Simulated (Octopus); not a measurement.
# BaTiO3 (R3m) in Octopus: reference runs

How does BaTiO3 come out in PBEsol? The cell is run as given.

Program: Octopus 16.4. These are calculated values, not measurements. Logs are shortened: lines on timing, memory, paths and dates and some standing lists are left out, and cuts for length are marked.

## 1. Starting point

It takes space group R3m (No. 160, trigonal). The conventional cell has a = 5.655 Å, b = 5.655 Å, c = 6.955 Å, α = 90.00°, β = 90.00°, γ = 120.00°. Around Ba (site symmetry 3m) lie 12 O at 2.79 to 2.89 Å. Around Ti (site symmetry 3m) lie 6 O at 1.87 to 2.14 Å. O (site symmetry m) is surrounded by 2 Ti at 1.87 to 2.14 Å.

## 2. Single point, PBEsol

The input, inp:

```
CalculationMode = gs
UnitsOutput = eV_Angstrom
PeriodicDimensions = 3
ExperimentalFeatures = yes
PseudopotentialSet = pseudodojo_pbesol
%LatticeParameters
 1*angstrom | 1*angstrom | 1*angstrom
%
%LatticeVectors
 2.8273666084 | 1.6323808724 | 2.3183934932
 -2.8273666084 | 1.6323808724 | 2.3183934932
 0 | -3.2647617449 | 2.3183934932
%
%ReducedCoordinates
 "Ba" | 0 | 0 | 0
 "Ti" | 0.4845 | 0.4845 | 0.4845
 "O" | 0.5086 | 0.0175 | 0.5086
 "O" | 0.0175 | 0.5086 | 0.5086
 "O" | 0.5086 | 0.5086 | 0.0175
%
%Spacing
 0.11777059*angstrom | 0.11777059*angstrom | 0.11777059*angstrom
%
DerivativesOrder = 8
%KPointsGrid
 7 | 7 | 7
%
KPointsUseSymmetries = yes
XCFunctional = gga_x_pbe_sol + gga_c_pbe_sol
SmearingFunction = fermi_dirac
Smearing = 0.05*eV
ExtraStates = 11
Eigensolver = chebyshev_filter
ConvRelDens = 3e-7
MaximumIter = 120
Mixing = 0.2
```

Potentials or basis: pseudodojo_pbesol (PseudoDojo 0.4, PBEsol).

The run is started by

```
> OMP_NUM_THREADS=1 octopus > out.log
```

out.log:

```text
Running octopus

[... 13 lines left out ...]

Input: [AllElectronType = no]
Input: [PseudopotentialSet = pseudodojo_pbesol]
Reading Coordinates from ReducedCoordinates block

****************************** Species *******************************
  Species 'Ba'
    type             : pseudopotential
    file             : 'Ba.upf'
    file format      : UPF2
    valence charge   : 10.0
    atomic number    :  56
    form on file     : kleinman-bylander
    lmax             : 2
    llocal           : -1
    projectors per l : 2
    total projectors : 6
    application form : kleinman-bylander
    orbitals         :  5
    bound orbitals   :  5

  Species 'Ti'
    type             : pseudopotential
    file             : 'Ti.upf'
    file format      : UPF2
    valence charge   : 12.0
    atomic number    :  22
    form on file     : kleinman-bylander
    lmax             : 2
    llocal           : -1
    projectors per l : 2
    total projectors : 6
    application form : kleinman-bylander
    orbitals         : 10
    bound orbitals   : 10

  Species 'O'
    type             : pseudopotential
    file             : 'O.upf'
    file format      : UPF2
    valence charge   : 6.0
    atomic number    :   8
    form on file     : kleinman-bylander
    lmax             : 2
    llocal           : -1
    projectors per l : 2
    total projectors : 6
    application form : kleinman-bylander
    orbitals         :  4
    bound orbitals   :  4

**********************************************************************

***************************** Symmetries *****************************
Space group No.  160
International: R3m
Schoenflies: C3v^5
Info: The system has     6 symmorphic symmetries that can be used.
  Index                Rotation matrix                      Fractional translations
    1 :     1   0   0     0   1   0     0   0   1      0.000000    0.000000    0.000000
    2 :     0   1   0     0   0   1     1   0   0      0.000000    0.000000    0.000000
    3 :     0   0   1     1   0   0     0   1   0      0.000000    0.000000    0.000000
    4 :     0   0   1     0   1   0     1   0   0      0.000000    0.000000    0.000000
    5 :     0   1   0     1   0   0     0   0   1      0.000000    0.000000    0.000000
    6 :     1   0   0     0   0   1     0   1   0      0.000000    0.000000    0.000000
Info: The system also has     0 nonsymmorphic symmetries (not used for electrons).
**********************************************************************

Input: [CurvMethod = curv_affine]
Input: [DerivativesStencil = stencil_stargeneral]

****************************** Lattice *******************************
  Lattice Vectors [A]
    2.827367    1.632381    2.318393
   -2.827367    1.632381    2.318393
    0.000000   -3.264762    2.318393
  Cell volume =            64.2010 [A^3]
  Reciprocal-Lattice Vectors [A^-1]
    1.111137    0.641515    0.903382
   -1.111137    0.641515    0.903382
   -0.000000   -1.283031    0.903382
  Cell angles [degree]
    alpha =   89.837
    beta  =   89.837
    gamma =   89.837
**********************************************************************

Checking if the generated full k-point grid is symmetric

    44 k-points generated from parameters :
 ---------------------------------------------------
    n =    7    7    7

    s1  =  0.50  0.50  0.50

   index |      weight  |             coordinates              |
       1 |     0.002915 |    0.000000    0.000000    0.000000  |
[... 94 lines left out ...]
  Radii for localized parts:
    local part     =  1.2 A
    non-local part =  1.4 A
    orbitals       =  7.4 A

Info: Pseudopotential for Ti
  Radii for localized parts:
    local part     =  1.2 A
    non-local part =  1.2 A
    orbitals       =  6.1 A

Info: Pseudopotential for O
  Radii for localized parts:
    local part     =  1.2 A
    non-local part =  1.1 A
    orbitals       =  3.8 A

Input: [RelativisticCorrection = non_relativistic]
[... 11 lines left out ...]
      Block       2 contains       4 states:       5 -       8
      Block       3 contains       4 states:       9 -      12
      Block       4 contains       4 states:      13 -      16
      Block       5 contains       4 states:      17 -      20
      Block       6 contains       4 states:      21 -      24
      Block       7 contains       4 states:      25 -      28
      Block       8 contains       3 states:      29 -      31
Info: Ground-state allocation done.
Info: Could not find 'restart/gs' directory for restart.
[... 18 lines left out ...]
** Warning:
**   Cannot do LCAO for all states because there are not enough atomic orbitals.
**   Required: 31. Available: 27. 4 orbitals will be randomized.

Info: Unnormalized total charge =     40.029040
Info: Renormalized total charge =     40.000000
Info: Setting up Hamiltonian.
Info: Performing initial LCAO calculation with     27 orbitals.
Info: Getting Hamiltonian matrix elements.

Eigenvalues [eV]
 #st  Spin   Eigenvalue      Occupation
#k =       1, k = (  0.000000,  0.000000,  0.000000)
   1   --   -49.314701       2.000000
   2   --   -25.994589       2.000000
   3   --   -25.994589       2.000000
   4   --   -25.908573       2.000000
   5   --   -19.786311       2.000000
   6   --   -14.899213       2.000000
[... 19 lines left out ...]
  26   --    11.070939       0.000000
  27   --    21.619215       0.000000
#k =       2, k = (  0.142857,  0.000000,  0.000000)
   1   --   -49.263392       2.000000
   2   --   -25.977552       2.000000
   3   --   -25.966289       2.000000
   4   --   -25.884512       2.000000
   5   --   -19.737525       2.000000
   6   --   -14.850813       2.000000
[... 19 lines left out ...]
  26   --    11.570422       0.000000
  27   --    21.984381       0.000000
[... 42 further k-points ...]
Fermi energy =     8.147146 eV
Generating random wavefunctions for states       28 and above
Orthogonalizing wavefunctions.
Info: Ground-state restart information will be written to 'restart/gs'.
Info: SCF using complex wavefunctions.
Info: Starting SCF iteration.

** Warning:
**   Symmetrization discrepancy ratio (scalar) =  3.61926E-02

*********************** SCF CYCLE ITER #    1 ************************
 etot  = -3.80113266E+03 abs_ev   =  7.83E+01 rel_ev   =  1.90E-01
 ediff =        1.40E+02 abs_dens =  5.86E+00 rel_dens =  1.47E-01
Matrix vector products: 1100
Converged eigenvectors: 0

#  State  KPoint  Eigenvalue [eV]  Occupation    Error
      1       1      -49.320831    2.000000   ( 4.3E-05)
      1       2      -49.320509    2.000000   ( 6.1E-05)
      1       3      -49.320188    2.000000   ( 1.2E-04)
      1       4      -49.320187    2.000000   ( 2.1E-04)
      1       5      -49.319867    2.000000   ( 1.3E-04)
      1       6      -49.319867    2.000000   ( 1.3E-04)
      1       7      -49.319785    2.000000   ( 1.8E-04)
      1       8      -49.319465    2.000000   ( 1.6E-04)
[... 23 lines left out ...]
     31      12       21.849620    0.000000   ( 2.6E-01)
     31      17       21.956020    0.000000   ( 2.8E-01)
     31      19       21.993605    0.000000   ( 2.8E-01)
     31       4       22.048051    0.000000   ( 3.2E-01)
     31      10       22.415743    0.000000   ( 2.7E-01)
     31       3       22.730769    0.000000   ( 2.9E-01)
     31       1       22.759999    0.000000   ( 2.9E-01)
     31      21       23.380477    0.000000   ( 3.1E-01)

Density of states:

----------------------%----------%-------------%----------------------
----------------------%----------%--------%---%%%---------------------
----------------------%----------%--------%---%%%---------------------
----------------------%----------%--------%---%%%---------------------
----------------------%----------%--------%---%%%------%--------------
----------------------%----------%--------%---%%%------%--------------
----------------------%----------%--------%---%%%------%--%%----------
%---------------------%-----%----%--------%---%%%------%%%%%%----%----
%---------------------%-----%----%--------%--%%%%------%%%%%%%%%-%----
%---------------------%-----%----%-------%%--%%%%-----%%%%%%%%%%%%%%%-
                                                    ^

Fermi energy =     5.336563 eV

**********************************************************************

** Warning:
**   Symmetrization discrepancy ratio (scalar) =  4.32004E-02

*********************** SCF CYCLE ITER #    2 ************************
 etot  = -3.75988868E+03 abs_ev   =  1.41E+01 rel_ev   =  3.54E-02
 ediff =        1.52E+00 abs_dens =  2.46E+00 rel_dens =  6.16E-02
Matrix vector products: 1100
Converged eigenvectors: 0
[... 211 lines left out ...]
*********************** SCF CYCLE ITER #   20 ************************
 etot  = -3.73325769E+03 abs_ev   =  8.47E-05 rel_ev   =  2.18E-07
 ediff =        5.38E-06 abs_dens =  3.87E-06 rel_dens =  9.67E-08
Matrix vector products: 1100
Converged eigenvectors: 220

#  State  KPoint  Eigenvalue [eV]  Occupation    Error
      1       1      -51.945468    2.000000   ( 1.2E-08)
      1       2      -51.945272    2.000000   ( 1.2E-08)
      1       3      -51.945076    2.000000   ( 1.2E-08)
      1       4      -51.945076    2.000000   ( 1.2E-08)
      1       5      -51.944881    2.000000   ( 1.2E-08)
      1       6      -51.944881    2.000000   ( 1.2E-08)
      1       7      -51.944831    2.000000   ( 1.2E-08)
      1       8      -51.944636    2.000000   ( 1.2E-08)
[... 23 lines left out ...]
     31      37       16.594903    0.000000   ( 1.6E-02)
     31      40       16.624743    0.000000   ( 1.7E-02)
     31      42       16.640607    0.000000   ( 1.8E-02)
     31      38       16.673875    0.000000   ( 2.3E-02)
     31      30       16.681709    0.000000   ( 4.6E-02)
     31      39       16.698979    0.000000   ( 2.0E-02)
     31      41       16.714591    0.000000   ( 3.4E-02)
     31      28       17.720377    0.000000   ( 3.6E-02)

Density of states:

-----------------------%----------------------------------------------
-----------------------%-----------------------------%----------------
-----------------------%----------------------%------%----------------
-----------------------%----------------%-----%-----%%-%---%----%-----
-----------------------%----------------%-----%-----%%%%---%---%%-----
-----------------------%----------------%-----%-----%%%%---%---%%-----
-----------------------%----------------%-----%-----%%%%---%---%%%----
%----------------------%-------%-------%%-----%-----%%%%---%-%%%%%----
%----------------------%-------%-------%%----%%-----%%%%--%%%%%%%%----
%----------------------%-------%-------%%----%%----%%%%%--%%%%%%%%%%%-
                                                         ^

Fermi energy =     5.370668 eV

**********************************************************************

Info: SCF converged in   20 iterations

** Warning:
**   Some of the states are not fully converged!

Info: Number of matrix-vector products:      22000
Info: Finished writing information to 'restart/gs'.

Octopus emitted 23 warnings.
```

Wall time 60 min (1 thread of Arm Neoverse N1, shared host); peak memory 2.6 GiB.

What came out:

* Free energy: -3733.2577 eV
* Largest force: 0.144 eV/Å
* Band gap on the k mesh: 2.45 eV, indirect (least direct gap 2.77 eV)

Forces on the atoms (eV/Å):
```
Ba   0.000  0.000 -0.144
Ti   0.000  0.000  0.076
O    0.062 -0.036  0.023
O   -0.062 -0.036  0.023
O    0.000  0.072  0.023
```

Caveat: the files of the heavy main-group elements may lack f projectors, which makes oxides come out too large; spin-orbit coupling is left out, which moves the levels of the heavy elements; an odd mesh through Γ misses points on the zone boundary, where band edges often lie.
